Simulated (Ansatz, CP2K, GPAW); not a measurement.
## One calculation of Zn, 3 ways

```xyz
2
Lattice="2.6700 0.0000 0.0000 -1.3350 2.3123 0.0000 0.0000 0.0000 4.9660" Properties=species:S:1:pos:R:3 pbc="T T T"
Zn    1.3350    0.7708    3.7245
Zn    0.0000    1.5415    1.2415
```

Alike in all runs: task single point; functional LDA; k mesh 11 × 11 × 6; occupations gaussian, width 0.02 eV; no spin polarisation; no spin-orbit coupling. LDA stands for any of its common fits. Pressure is positive in compression and, in plane waves, holds the error of the finite cutoff.

```tsv
program and potentials	plane-wave cutoff (eV)	notes	pressure (GPa)
CP2K, GTH_POTENTIALS Zn GTH-PADE-q12; TZVP-MOLOPT-PBE-GTH basis	-	atomic basis	-8.64
GPAW, the program's PAW data sets (release 1.2.1) made for this functional	600	-	-9.39
Ansatz, all-electron LAPW, scalar-relativistic	-	-	?
```

Task: Estimate from the other rows what the run with Ansatz, all-electron LAPW, scalar-relativistic gave.

Result: Pressure -9.05 GPa. The other rows, which needn't bracket it: pressure -9.39 to -8.64.
